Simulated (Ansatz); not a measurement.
**SnO (P4/nmm), one atom moved over a plane**

All numbers below come from Ansatz 0.2.0, DFT PBEsol, scalar-relativistic, plane waves, PAW. The runs took a 420 eV cutoff, a Γ-centred 12×12×10 mesh and Gaussian smearing (0.15 eV). No spin polarisation. Energies are free energies at this smearing, counted from the undisturbed cell; pressure is positive in compression.

Zero of the scan (as given, not relaxed at this level; it stands at -0.1 GPa):

```xyz
4
Lattice="3.8020 0.0000 0.0000 0.0000 3.8020 0.0000 0.0000 0.0000 4.8360" Properties=species:S:1:pos:R:3 pbc="T T T"
Sn    0.0000    1.9010    1.1534
Sn    1.9010    0.0000    3.6826
O     0.0000    0.0000    0.0000
O     1.9010    1.9010    0.0000
```

Atom 3 (O) is moved by p along (1.000, 0.000, 0.000) and q along (0.000, 0.000, 1.000) (Å), all else fixed. Points are written (p, q).

Energy above the undisturbed cell in eV/cell (a dash: not computed):

| p \ q | -0.600 | -0.300 | 0.000 | 0.300 | 0.600 |
| --- | --- | --- | --- | --- | --- |
| -0.600 | ? | 5.12 | 2.14 | ? | 1.27 |
| -0.300 | 2.60 | – | – | – | – |
| 0.000 | 1.10 | – | 0.00 | – | 1.10 |
| 0.300 | 2.60 | – | – | – | – |
| 0.600 | ? | 5.12 | 2.14 | ? | 1.27 |

**Question.** Fill in the withheld energies.

**Answer.** (-0.600, -0.600): 10.43; (-0.600, 0.300): 1.14; (0.600, -0.600): 10.43; (0.600, 0.300): 1.14.